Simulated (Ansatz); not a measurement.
Crystal: TePt.

```
Pt Te
1.0
     1.98157    1.14406    6.66103
    -1.98157    1.14406    6.66103
     0.00000   -2.28812    6.66103
Pt Te
2 2
Cartesian
  0.0000 0.0000 2.5911
  0.0000 0.0000 17.3920
  0.0000 0.0000 8.0332
  0.0000 0.0000 11.9499
```

```yaml
Program: Ansatz 0.2.0
Task: relaxation of cell and atoms
Functional: BLYP
Dispersion: D3(BJ)
Potentials_or_basis: Ansatz PAW
Cutoff: "420 eV (not typed: the program's choice for these potentials)"
k_mesh: 8 × 8 × 8
Occupations: fermi-dirac, width 0.05 eV
Spin: no spin polarisation
```

At the start: volume 22.65 Å³/atom.

Task: Where does the relaxation end?

Result: It ends after 7 steps and the volume is 22.49 Å³/atom (-0.7 %); space group R-3m (No. 166, to 0.05 Å).

The path:
```csv
step,energy change (eV),largest force (eV/Å),volume (Å³)
1,0.0000,0.8440,90.60
2,-0.0756,0.0854,90.26
3,-0.0765,0.0717,89.93
4,-0.0768,0.0099,90.05
5,-0.0769,0.0105,89.95
6,-0.0769,0.0002,89.97
7,-0.0767,0.0002,89.97
```

Final structure:
```
Pt Te
1.0
     1.98660    1.14696    6.58061
    -1.98660    1.14696    6.58061
     0.00000   -2.29393    6.58061
Pt Te
2 2
Direct
  0.12835 0.12835 0.12835
  0.87165 0.87165 0.87165
  0.39737 0.39737 0.39737
  0.60263 0.60263 0.60263
```

Caveat: the plane-wave basis is chosen anew once the cell has moved, so the energies of steps on either side of that aren't comparable; the PAW data sets come from PBE, with cores solved anew for the run's functional, which leaves a small shift of forces and pressure.
